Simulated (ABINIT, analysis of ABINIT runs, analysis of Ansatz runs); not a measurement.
## Substitutional N in diamond: charge-transition level, PBE (ABINIT)

Subject: substitutional N in diamond. Wanted: its charge-transition level, in one set-up (PBE, JTH 2.0 PBE, 32-site cell, PBE lattice, k: the zone centre alone, started with the impurity moved along one bond, dielectric constants 5.7 and 5.7 (handbook)). The model is a cell of 32 host atoms with 1 C taken out and 1 N put in. The level is the Fermi energy at which two charge states have equal formation energy, after a correction for the images of the charge.

What was measured. (+1/0) level below the conduction-band bottom: 1.7 eV (quoted in “Hunting the elusive shallow n-type donor – An ab initio study of Li and N co-doped diamond”, 2021, S. Conejeros et al., quoting earlier work (1969)).

Calculated with ABINIT 10.8.3; ABINIT plane-wave DFT, PBE, JTH 2.0 PBE potentials; relaxation of all atoms of a defect supercell.

Report form: the programs' logs are mostly left out.

## 1. Starting point

The cell holds 32 atoms: 31 C and 1 N. Cell: a = 6.184 Å, b = 6.184 Å, c = 6.184 Å, α = 109.5°, β = 109.5°, γ = 109.5°. It derives from C (space group Fd-3m). Nearest the centre at fractional (0.500, 0.500, 0.500): N11 at 0.29 Å, C32 at 1.53 Å, C23 at 1.53 Å, C26 at 1.53 Å, C27 at 1.55 Å, C2 at 2.51 Å, C6 at 2.51 Å, C15 at 2.51 Å. The cell carries charge +1.

The host's primitive cell comes from a first run (ABINIT plane-wave DFT, PBE, JTH 2.0 PBE potentials; relaxation of cell and atoms of a defect-free cell): vectors of 2.525, 2.525 and 2.525 Å. That is 5.69 Å³ an atom, 0.3 % over the diffraction cell's volume. The supercell is built on it.

## 2. Relaxation, charge +1

Every later number rests on the structure around the defect, so the atoms are relaxed at the host's lattice first.

run.abi reads:

```
# substitutional N in diamond
acell 3*1.0 Angstrom
rprim
    -3.570396264    3.570396264    3.570396264
     3.570396264   -3.570396264    3.570396264
     3.570396264    3.570396264   -3.570396264
natom 32
ntypat 2
znucl 6 7
typat 1 1 1 1 1 1 1 1 1 1 2 1 1 1 1 1 1 1 1 1 1 1 1 1 1 1 1 1 1 1 1 1
xred
    -0.002839717    0.000588894    0.500473099
     0.003759431    0.250996702    0.252171968
     0.001910506    0.503300064    0.003508520
     0.003598054    0.750454740    0.751822524
     0.249299482   -0.002279002    0.251619396
     0.250829056    0.252657559    0.003513585
     0.249008395    0.497323765    0.751139129
     0.248925769    0.747150009    0.496470430
     0.496047410   -0.002195024   -0.002088458
     0.503930822    0.251698718    0.752185137
     0.453511598    0.451185355    0.454551617
     0.500081045    0.750597302    0.247035592
     0.746374772   -0.001849510    0.746872532
     0.747504723    0.246102093    0.498123801
     0.749241998    0.497547403    0.251430659
     0.748691074    0.749403372    0.002416735
    -0.000562877    0.001752510    0.252959916
     0.002523211    0.248660379    0.000842220
    -0.003348922    0.498294173    0.750041830
     0.003214023    0.750760609    0.503038340
     0.253091483   -0.000163869   -0.000244722
     0.247129069    0.246573589    0.746700422
     0.250968685    0.498271042    0.497405761
     0.250485048    0.748170120    0.252098265
     0.500334958   -0.000056461    0.746877245
     0.497234852    0.251035845    0.499827453
     0.496131570    0.497363693    0.247620294
     0.503039258    0.752318181   -0.000146669
     0.751547795   -0.001768427    0.498160950
     0.752455134    0.251525916    0.248804756
     0.748114542    0.496132472   -0.002614407
     0.747116911    0.748260205    0.746259302
pseudos "C.xml, N.xml"
ecut 23.0
pawecutdg 46.0
cellcharge 1
kptopt 0
nkpt 1
kpt 0 0 0
nsym 1
chkprim 0
nband 72
occopt 3
tsmear 0.01 eV
nstep 100
diemac 4.0
tolrff 0.02
ionmov 22
ntime 70
tolmxf 3.9e-04
paral_kgb 1
npband 4
npfft 1
np_spkpt 1
bandpp 18
wfoptalg 114
iomode 3
prtwf 0
prteig 0
prtebands 0
prtden 0
```

The run is started by

```
OMP_NUM_THREADS=1 mpirun -n 4 abinit run.abi > run.log
```

Run time: 76 s. Hardware: 4 MPI ranks of AMD EPYC 9B14 (Zen 4), shared host; peak memory 0.85 GiB; 5.1 min of CPU time.

The run converged, but on settings that a careful run would not use, so its numbers are not the defect's.

## 3. Single point, charge +1

The relaxed structure is kept, and the final numbers are taken at the final level and k-points.

This step: ABINIT plane-wave DFT, PBE, JTH 2.0 PBE potentials; single point of a defect supercell.

run.abi reads:

```
# substitutional N in diamond
acell 3*1.0 Angstrom
rprim
    -3.570396264    3.570396264    3.570396264
     3.570396264   -3.570396264    3.570396264
     3.570396264    3.570396264   -3.570396264
natom 32
ntypat 2
znucl 6 7
typat 1 1 1 1 1 1 1 1 1 1 2 1 1 1 1 1 1 1 1 1 1 1 1 1 1 1 1 1 1 1 1 1
xred
    -0.001602680   -0.002188160    0.498403958
    -0.000983361    0.247164491    0.247732440
[... 1 atom line left out ...]
    -0.002235805    0.746503021    0.747103833
[... 2 atom lines left out ...]
     0.249643469    0.497841995    0.749141719
     0.249660688    0.748522698    0.498419782
[... 2 atom lines left out ...]
     0.498394858    0.497777996    0.498405426
     0.498429559    0.748526180    0.249611935
     0.747114659   -0.002828585    0.747102546
[... 1 atom line left out ...]
     0.749135959    0.497825175    0.249658558
     0.747104592    0.746493205   -0.002227989
[... 6 atom lines left out ...]
     0.246457684    0.497821880    0.498425859
[... 2 atom lines left out ...]
     0.498431405    0.245817586    0.498421307
     0.498449379    0.497822400    0.246437617
[... 4 atom lines left out ...]
     0.750324625    0.749683593    0.750290634
pseudos "C.xml, N.xml"
ecut 23.0
pawecutdg 46.0
cellcharge 1
kptopt 0
nkpt 1
kpt 0 0 0
nsym 1
chkprim 0
nband 72
occopt 3
tsmear 0.01 eV
nstep 100
diemac 4.0
tolvrs 1e-9
optforces 1
nbdbuf 2
paral_kgb 1
npband 4
npfft 1
np_spkpt 1
bandpp 18
wfoptalg 114
iomode 3
prtwf 0
prteig 0
prtebands 0
prtden 1
prtvha 1
prtvpsp 1
```

Wall time 12 s (4 MPI ranks); peak memory 0.8 GiB; 46 s of CPU time.

The run converged, but on settings that a careful run would not use, so its numbers are not the defect's.

## 4. Relaxation, charge 0

run.abi reads:

```
# substitutional N in diamond
acell 3*1.0 Angstrom
rprim
    -3.570396264    3.570396264    3.570396264
     3.570396264   -3.570396264    3.570396264
     3.570396264    3.570396264   -3.570396264
natom 32
ntypat 2
znucl 6 7
typat 1 1 1 1 1 1 1 1 1 1 2 1 1 1 1 1 1 1 1 1 1 1 1 1 1 1 1 1 1 1 1 1
xred
    -0.002839717    0.000588894    0.500473099
     0.003759431    0.250996702    0.252171968
[... 3 atom lines left out ...]
     0.250829056    0.252657559    0.003513585
[... 1 atom line left out ...]
     0.248925769    0.747150009    0.496470430
[... 1 atom line left out ...]
     0.503930822    0.251698718    0.752185137
     0.453511598    0.451185355    0.454551617
[... 1 atom line left out ...]
     0.746374772   -0.001849510    0.746872532
     0.747504723    0.246102093    0.498123801
     0.749241998    0.497547403    0.251430659
[... 7 atom lines left out ...]
     0.250968685    0.498271042    0.497405761
[... 2 atom lines left out ...]
     0.497234852    0.251035845    0.499827453
     0.496131570    0.497363693    0.247620294
[... 4 atom lines left out ...]
     0.747116911    0.748260205    0.746259302
pseudos "C.xml, N.xml"
ecut 23.0
pawecutdg 46.0
kptopt 0
nkpt 1
kpt 0 0 0
nsym 1
chkprim 0
nband 72
nsppol 2
spinat
  0 0 0.00  0 0 0.00  0 0 0.00  0 0 0.00  0 0 0.00  0 0 0.00  0 0 0.00  0 0 0.00  0 0 0.00  0 0 0.00  0 0 0.25  0 0 0.00
  0 0 0.00  0 0 0.00  0 0 0.00  0 0 0.00  0 0 0.00  0 0 0.00  0 0 0.00  0 0 0.00  0 0 0.00  0 0 0.00  0 0 0.00  0 0 0.00
  0 0 0.00  0 0 0.25  0 0 0.25  0 0 0.00  0 0 0.00  0 0 0.00  0 0 0.00  0 0 0.25
spinmagntarget 1.0
occopt 3
tsmear 0.01 eV
nstep 100
diemac 4.0
tolrff 0.02
ionmov 22
ntime 70
tolmxf 3.9e-04
paral_kgb 1
npband 4
npfft 1
np_spkpt 1
bandpp 18
wfoptalg 114
iomode 3
prtwf 0
prteig 0
prtebands 0
prtden 0
```

Elapsed: 2.7 min, on 4 MPI ranks; peak memory 1.3 GiB.

The run converged, but on settings that a careful run would not use, so its numbers are not the defect's.

## 5. Single point, charge 0

This step: ABINIT plane-wave DFT, PBE, JTH 2.0 PBE potentials; single point of a defect supercell.

run.abi reads:

```
# substitutional N in diamond
acell 3*1.0 Angstrom
rprim
    -3.570396264    3.570396264    3.570396264
     3.570396264   -3.570396264    3.570396264
     3.570396264    3.570396264   -3.570396264
natom 32
ntypat 2
znucl 6 7
typat 1 1 1 1 1 1 1 1 1 1 2 1 1 1 1 1 1 1 1 1 1 1 1 1 1 1 1 1 1 1 1 1
xred
    -0.001553466   -0.002140944    0.499678767
    -0.005637634    0.246808396    0.247399937
[... 4 atom lines left out ...]
     0.250074026    0.497198105    0.746921246
     0.250069673    0.746301972    0.497783495
[... 1 atom line left out ...]
     0.497785055    0.249441485    0.746895264
     0.465099485    0.464470019    0.465092515
     0.497805664    0.746321900    0.250057665
     0.752671768    0.002386891    0.752659271
     0.746909622    0.249455717    0.497778078
     0.746922897    0.497185444    0.250079275
[... 7 atom lines left out ...]
     0.243300229    0.490704299    0.491289289
[... 2 atom lines left out ...]
     0.491299656    0.242671989    0.491287137
     0.491300884    0.490690024    0.243264303
[... 4 atom lines left out ...]
     0.790118880    0.789502274    0.790107818
pseudos "C.xml, N.xml"
ecut 23.0
pawecutdg 46.0
kptopt 0
nkpt 1
kpt 0 0 0
nsym 1
chkprim 0
nband 72
nsppol 2
spinat
  0 0 0.00  0 0 0.00  0 0 0.00  0 0 0.00  0 0 0.00  0 0 0.00  0 0 0.00  0 0 0.00  0 0 0.00  0 0 0.00  0 0 0.25  0 0 0.00
  0 0 0.00  0 0 0.00  0 0 0.00  0 0 0.00  0 0 0.00  0 0 0.00  0 0 0.00  0 0 0.00  0 0 0.00  0 0 0.00  0 0 0.00  0 0 0.00
  0 0 0.00  0 0 0.25  0 0 0.25  0 0 0.00  0 0 0.00  0 0 0.00  0 0 0.00  0 0 0.25
spinmagntarget 1.0
occopt 3
tsmear 0.01 eV
nstep 100
diemac 4.0
tolvrs 1e-9
optforces 1
nbdbuf 2
paral_kgb 1
npband 4
npfft 1
np_spkpt 1
bandpp 18
wfoptalg 114
iomode 3
prtwf 0
prteig 0
prtebands 0
prtden 1
prtvha 1
prtvpsp 1
```

Run time: 25 s. Hardware: 4 MPI ranks; peak memory 1.2 GiB.

The run converged, but on settings that a careful run would not use, so its numbers are not the defect's.

## 6. Charge-transition levels

Analysis of the runs above: levels from ABINIT plane-wave DFT, PBE, JTH 2.0 PBE potentials energies with an image-charge correction aligned at atomic sites (own code after Kumagai and Oba).

The run converged, but on settings that a careful run would not use, so its numbers are not the defect's.

## 7. Outcome

This set-up is not sound: the zone centre alone in a small cell. For the record: (+1/0) level below the conduction-band bottom: computed 1.76 eV, measured 1.7 eV; 0.06 eV deeper than the measurement.

[Logs are printed without paths, hosts, clocks, repeated set-up lines and the standing remarks that a program may print on its own settings, such as how far it seeks lower states.]

[Hosts, paths, dates, database ids (printed as entryN), source tags and the programs' standing remarks are cut or masked in the printed files.]

[For some hosts the program warned that the k-mesh of the response run may be too coarse for force constants and the static dielectric constant; such warnings are not shown here.]
